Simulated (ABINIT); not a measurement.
Wanted: the native input for an ABINIT 10.8.3 (patched build) run.

| Property | Result |
| --- | --- |
| Task | single point |
| Functional | LDA |
| Potentials or basis | JTH PAW LDA v2.0 |
| Cutoff | 544 eV |
| k mesh | 7 × 7 × 4 |
| Occupations | fermi-dirac, width 0.05 eV |
| Spin | no spin polarisation |
| Fine-grid cutoff | 1088.46 eV |

The system is TaS2.

```
CELL_PARAMETERS angstrom
3.35000 0.00000 0.00000
-1.67500 2.90119 0.00000
0.00000 0.00000 5.86000
ATOMIC_POSITIONS crystal
Ta 0.00000 0.00000 0.00000
S 0.66667 0.33333 0.75000
S 0.33333 0.66667 0.25000
```

The input as run:

run.abi

```
# Pseudopotentials
pp_dirpath "./"
pseudos "Ta.LDA_PW-JTH.xml, S.LDA_PW-JTH.xml"

# Structure
acell 3*1.0
rprim
     6.3305825175     0.0000000000     0.0000000000
    -3.1652912587     5.4824452809     0.0000000000
     0.0000000000     0.0000000000    11.0737950903
ntypat 2
znucl 73 16
natom 3
typat 1 2 2
xred
     0.0000000000     0.0000000000     0.0000000000
     0.6666666667     0.3333333333     0.7500000000
     0.3333333333     0.6666666667     0.2500000000

# Plane-wave basis
ecut 20.0
pawecutdg 40.0

# k points
kptopt 1
ngkpt 7 7 4
nshiftk 1
shiftk 0.0 0.0 0.0

# Exchange and correlation
ixc 7

# Bands and occupations
nband 17
occopt 3
tsmear 0.00183747

# SCF cycle
nstep 100
tolvrs 1.0e-9

# Output
iomode 3
prtwf 0
prtden 0
prteig 0
prtebands 0
enunit 1
```

Potentials or basis: JTH PAW LDA v2.0.

Launch:

```console
$ abinit run.abi > log 2>&1
```

It gave:

```yaml
Pressure: 1.1 GPa
Largest_force: 0.731 eV/Å
Band_gap_on_the_k_mesh: none (metal or under the smearing width)
Valence_electrons_inside_the_program's_atomic_spheres: Ta 10.68; S 3.62
```

Run time: 24 s on 1 thread of Arm Neoverse V2, on a shared host, peak memory 0.11 GiB.
